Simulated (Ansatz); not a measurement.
Space group P4_2/mnm (No. 136). a = 4.529 Å, b = 4.529 Å, c = 3.180 Å, α = 90.00°, β = 90.00°, γ = 90.00°
| atom | site | symmetry | x | y | z |
| --- | --- | --- | --- | --- | --- |
| Ir | 2a | m.mm | 0.0000 | 0.0000 | 0.0000 |
| O | 4f | m.2m | 0.3084 | 0.3084 | 0.0000 |

Equation of state of this IrO2 structure (not necessarily the ground state), with shape and atoms relaxed at each volume where symmetry leaves them free. It has no gap at any of these volumes. Level of theory: Ansatz, DFT PBE, scalar-relativistic, plane waves, PAW.

Settings: cutoff 420 eV, Γ-centred mesh 8×8×12 on the computed 6-atom cell, Gaussian smearing of 0.10 eV; no spin polarisation.

```tsv
V (Å³/atom)	E − E(largest V) (meV/atom)	P (GPa)
9.565	88.95	45.16
9.892	11.99	30.89
10.218	-38.16	18.81
10.544	-65.72	8.61
10.870	-74.17	0.01
11.196	-66.54	-7.25
11.522	-45.41	-13.31
11.957	0.00	-19.84
```

Question: Fit a third-order Birch–Murnaghan equation to E(V).

Answer: V0 = 10.87 Å³/atom, B0 = 262 GPa, B0' = 4.7.

Spin-orbit coupling is left out, which matters for the bands of heavy elements.